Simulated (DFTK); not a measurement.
# H (I4/mmm) in DFTK: reference runs, part 2 of 2

DFTK 0.8.2.

## (10) Single point, PBE

File run.jl:

```julia
using DFTK
using PseudoPotentialData
using Unitful, UnitfulAtomic
using LinearAlgebra, Printf
include("save.jl")
disable_threading()

# lattice vectors are the columns
lattice = austrip(1u"Å") * [   -1.69153447     1.69153447     1.69153447;
               1.69153447    -1.69153447     1.69153447;
               2.05847399     2.05847399    -2.05847399]
symbols   = [:H, :H]
positions = [[0.09013771, 0.09013771, 0.0],
             [0.90986229, 0.90986229, 0.0]]
pseudopotentials = PseudoFamily("dojo.nc.sr.pbe.v0_4_1.standard.upf")
elements = Dict(s => ElementPsp(s, pseudopotentials) for s in unique(symbols))
atoms    = [elements[s] for s in symbols]

build_model(lattice, positions; symmetries=true) =
    model_DFT(lattice, atoms, positions;
              functionals=PBE(),
              temperature=austrip(0.05u"eV"),
              smearing=Smearing.FermiDirac(),
              symmetries)
Ecut  = 36.0  # hartree
kgrid = [11, 11, 11]
tol   = 1e-6
to_GPa = ustrip(uconvert(u"GPa", 1u"hartree/bohr^3"))

model = build_model(lattice, positions)
basis = PlaneWaveBasis(model; Ecut, kgrid)
display(basis)
scfres = self_consistent_field(basis;
                               tol,
                               nbandsalg=AdaptiveBands(model; n_bands_converge=6))
display(scfres.energies)
@printf "Fermi level: %.6f eV\n" ustrip(auconvert(u"eV", something(scfres.εF, NaN)))
forces = compute_forces_cart(scfres)
println("Forces (eV/Å)")
for (s, f) in zip(symbols, forces)
    @printf "%-3s %12.6f %12.6f %12.6f\n" s ustrip.(auconvert.(u"eV/Å", f))...
end
stress = compute_stresses_cart(scfres)
println("Stress (GPa)")
display(round.(stress * to_GPa; digits=4))
println("Levels at the first k-point (eV): ", round.(ustrip.(auconvert.(u"eV", scfres.eigenvalues[1][1:scfres.n_bands_converge])); digits=4))
save_scf!(scfres; forces, stress)
```

Potentials or basis: dojo.nc.sr.pbe.v0_4_1.standard.upf (PBE).

Run with:

```bash
> julia --threads=1 run.jl  # save.jl only writes the numbers to a file and isn't shown; printed stress counts tension as positive; times include loading and compiling
```

What it wrote:

```text
PlaneWaveBasis discretization:

    Ecut                 : 36.0 Ha
    fft_size             : (36, 36, 36), 46656 total points
    kgrid                : MonkhorstPack([11, 11, 11])
    num.   red. kpoints  : 1331
    num. irred. kpoints  : 126

    Discretized Model(gga_x_pbe+gga_c_pbe, 3D):
        lattice (in Bohr)    : [-3.19654  , 3.19654   , 3.19654   ]
                               [3.19654   , -3.19654  , 3.19654   ]
                               [3.88995   , 3.88995   , -3.88995  ]
        unit cell volume     : 158.99 Bohr³

        atoms                : H₂
        pseudopot. family    : PseudoFamily("dojo.nc.sr.pbe.v0_4_1.standard.upf")

        num. electrons       : 2
        spin polarization    : none
        temperature          : 0.0018375 Ha
        smearing             : DFTK.Smearing.FermiDirac()

        terms                : Kinetic()
                               AtomicLocal()
                               AtomicNonlocal()
                               Ewald(nothing)
                               PspCorrection()
                               Hartree()
                               Xc(gga_x_pbe, gga_c_pbe)
                               Entropy()
n     Energy            log10(ΔE)   log10(Δρ)   Diag   Δtime
---   ---------------   ---------   ---------   ----   ------
  1   -1.161112012466                   -0.77    3.3    5.88s
  2   -1.166822297635       -2.24       -2.45    1.2    3.71s
  3   -1.166846860985       -4.61       -2.78    3.5    6.11s
  4   -1.166847014856       -6.81       -4.09    2.1    3.88s
  5   -1.166847018742       -8.41       -5.23    3.3    5.06s
  6   -1.166847018793      -10.30       -5.86    3.7    5.24s
  7   -1.166847018793      -12.30       -7.25    3.2    4.79s
Energy breakdown (in Ha):
    Kinetic             1.1190099
    AtomicLocal         -1.4574109
    AtomicNonlocal      -0.2014481
    Ewald               -0.3281026
    PspCorrection       0.0091044
    Hartree             0.3850388
    Xc                  -0.6930384
    Entropy             0.0000000

    total               -1.166847018793
Fermi level: -3.580372 eV
Forces (eV/Å)
H       0.000000     0.000000     0.231422
H      -0.000000    -0.000000    -0.231422
Stress (GPa)
3×3 StaticArraysCore.SMatrix{3, 3, Float64, 9} with indices SOneTo(3)×SOneTo(3):
 -0.3246   0.0      0.0
  0.0     -0.3246   0.0
  0.0      0.0     -1.5539
Levels at the first k-point (eV): [-10.4475, 5.5212, 8.9979, 15.4584, 15.4584, 17.536]
```

Wall time 71 s (1 thread of Intel Xeon Platinum 8488C (Sapphire Rapids), shared host); peak memory 1.8 GiB.

What came out:

| Item | Value |
| --- | --- |
| Free energy | -31.7515 eV |
| Pressure | 0.7 GPa |
| Largest force | 0.231 eV/Å |
| Band gap on the k mesh | 9.06 eV, indirect (least direct gap 9.85 eV) |

Forces in eV/Å, atoms in the order of the input:
```
H    0.000  0.000  0.231
H    0.000  0.000 -0.231
```

Caveat: an odd mesh through Γ misses points on the zone boundary, where band edges often lie. Expect the measured gap to be larger: semilocal functionals such as PBE lack the derivative discontinuity.

## (11) Single point, PBE (atoms moved at random, drawn with an rms of 0.05 Å)

Edit run.jl of step 10 so:

```diff
@@ -12,4 +12,4 @@
 symbols   = [:H, :H]
-positions = [[0.09013771, 0.09013771, 0.0],
-             [0.90986229, 0.90986229, 0.0]]
+positions = [[0.08199, 0.091219, -0.000556],
+             [0.914753, 0.935284, 0.035302]]
 pseudopotentials = PseudoFamily("dojo.nc.sr.pbe.v0_4_1.standard.upf")
```

Potentials or basis: dojo.nc.sr.pbe.v0_4_1.standard.upf (PBE).

Run with:

```bash
> julia --threads=1 run.jl  # save.jl only writes the numbers to a file and isn't shown; printed stress counts tension as positive; times include loading and compiling
```

What it wrote:

```text
PlaneWaveBasis discretization:

    Ecut                 : 36.0 Ha
    fft_size             : (36, 36, 36), 46656 total points
    kgrid                : MonkhorstPack([11, 11, 11])
    num.   red. kpoints  : 1331
    num. irred. kpoints  : 1331

    Discretized Model(gga_x_pbe+gga_c_pbe, 3D):
        lattice (in Bohr)    : [-3.19654  , 3.19654   , 3.19654   ]
                               [3.19654   , -3.19654  , 3.19654   ]
                               [3.88995   , 3.88995   , -3.88995  ]
        unit cell volume     : 158.99 Bohr³

        atoms                : H₂
        pseudopot. family    : PseudoFamily("dojo.nc.sr.pbe.v0_4_1.standard.upf")

        num. electrons       : 2
        spin polarization    : none
        temperature          : 0.0018375 Ha
        smearing             : DFTK.Smearing.FermiDirac()

        terms                : Kinetic()
                               AtomicLocal()
                               AtomicNonlocal()
                               Ewald(nothing)
                               PspCorrection()
                               Hartree()
                               Xc(gga_x_pbe, gga_c_pbe)
                               Entropy()
n     Energy            log10(ΔE)   log10(Δρ)   Diag   Δtime
---   ---------------   ---------   ---------   ----   ------
  1   -1.161170637756                   -0.77    2.9    41.0s
  2   -1.166829491148       -2.25       -2.42    1.1    26.2s
  3   -1.166854718408       -4.60       -2.79    3.5    48.3s
  4   -1.166854877563       -6.80       -4.10    2.1    32.8s
  5   -1.166854881492       -8.41       -5.21    3.3    45.5s
  6   -1.166854881538      -10.33       -5.84    3.7    47.9s
  7   -1.166854881539      -12.26       -7.27    3.2    42.8s
Energy breakdown (in Ha):
    Kinetic             1.1168834
    AtomicLocal         -1.4533178
    AtomicNonlocal      -0.2008554
    Ewald               -0.3301086
    PspCorrection       0.0091044
    Hartree             0.3837589
    Xc                  -0.6923198
    Entropy             0.0000000

    total               -1.166854881539
Fermi level: -3.681322 eV
Forces (eV/Å)
H      -0.011503    -0.005949     0.147471
H       0.011504     0.005949    -0.147472
Stress (GPa)
3×3 StaticArraysCore.SMatrix{3, 3, Float64, 9} with indices SOneTo(3)×SOneTo(3):
 -0.3328  -0.008    0.0639
 -0.008   -0.3334   0.0337
  0.0639   0.0337  -1.1311
Levels at the first k-point (eV): [-10.4396, 5.5358, 8.9823, 15.435, 15.4564, 17.5167]
```

Run time: 8.1 min. Hardware: 1 thread of Intel Xeon Platinum 8488C (Sapphire Rapids), shared host; peak memory 4.9 GiB.

What came out:

* Free energy: -31.7517 eV
* Pressure: 0.6 GPa
* Largest force: 0.148 eV/Å
* Band gap on the k mesh: 8.82 eV, indirect (least direct gap 9.58 eV)

Forces on the atoms (eV/Å):
```
H   -0.012 -0.006  0.147
H    0.012  0.006 -0.147
```

Stress tensor (GPa, compression positive):
```
 0.33  0.01 -0.06
 0.01  0.33 -0.03
-0.06 -0.03  1.13
```

Caveat: an odd mesh through Γ misses points on the zone boundary, where band edges often lie.

## (12) The runs side by side

| task | cell | gap on the mesh (eV) | pressure (GPa) | largest force (eV/Å) |
| --- | --- | --- | --- | --- |
| equation of state | as given | - | - | - |
| single point | as given | 9.06 | 0.7 | 0.23 |
| single point | atoms moved at random, drawn with an rms of 0.05 Å | 8.82 | 0.6 | 0.15 |

Alike in all rows: level PBE; potentials or basis dojo.nc.sr.pbe.v0_4_1.standard.upf (PBE); no spin polarisation; k mesh 11 × 11 × 11; cutoff (eV) 980; smearing fermi-dirac 0.05 eV.

Caveats: an odd mesh through Γ misses points on the zone boundary, where band edges often lie (some runs).

Total energies depend on the potentials used, so only differences within one code and one set of settings carry meaning.
